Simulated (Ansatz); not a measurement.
Strain and the gap of KF (h-MgO type)

KF, h-MgO type, relaxed with r2SCAN in the PAW code Ansatz. Space group P6_3/mmc (No. 194), hexagonal; conventional cell a = 4.485 Å, c = 5.272 Å, 22.96 Å³ an atom. K has 5 F at 2.59–2.64 Å; F has 5 K at 2.59–2.64 Å.

The axes x, y and z are those of this cell:
```
K F
1.0
     4.48472    0.00000    0.00000
    -2.24236    3.88388    0.00000
     0.00000    0.00000    5.27170
K F
2 2
Direct
  0.33333 0.66667 0.25000
  0.66667 0.33333 0.75000
  0.66667 0.33333 0.25000
  0.33333 0.66667 0.75000
```

Unstrained: With PBE the gap is 5.383 eV and direct, at Γ. The r2SCAN gap is direct at Γ: 5.961 eV. With HSE06 the gap is 7.274 eV and direct, at Γ. Meshes: PBE 6×6×6, r2SCAN 6×6×6, HSE06 6×6×4. Strains are changes of length per length. After each strain the atoms were relaxed again with r2SCAN within the symmetry that the strain leaves, so tilts or polar shifts that break it weren't tested; points keep the names that they have in the unstrained zone. These are computed values for a spin-unpolarised cell that may be hypothetical; none is a measurement.

Changes of the least gap in eV (an overlap counts as a negative gap):
```json
{"strain": "isotropic +4.01 % on every length", "volume change (%)": "+12.5", "space group": "P6_3/mmc", "PBE": "-0.355", "r2SCAN": "-0.318", "HSE06": "–", "energy rise, r2SCAN (meV/atom)": "24.1"}
```

Isotropic +4.01 % on every length. r2SCAN: the gap goes from 5.961 to 5.643 eV (-0.318 eV). Stress change with r2SCAN, compression positive: xx -2.28, yy -2.28, zz -2.74 GPa. For r2SCAN, dE_g/d ln V = -2.7 eV over this step.

The meshes of the hybrids are coarse, so their gaps aren't converged to the digits shown.
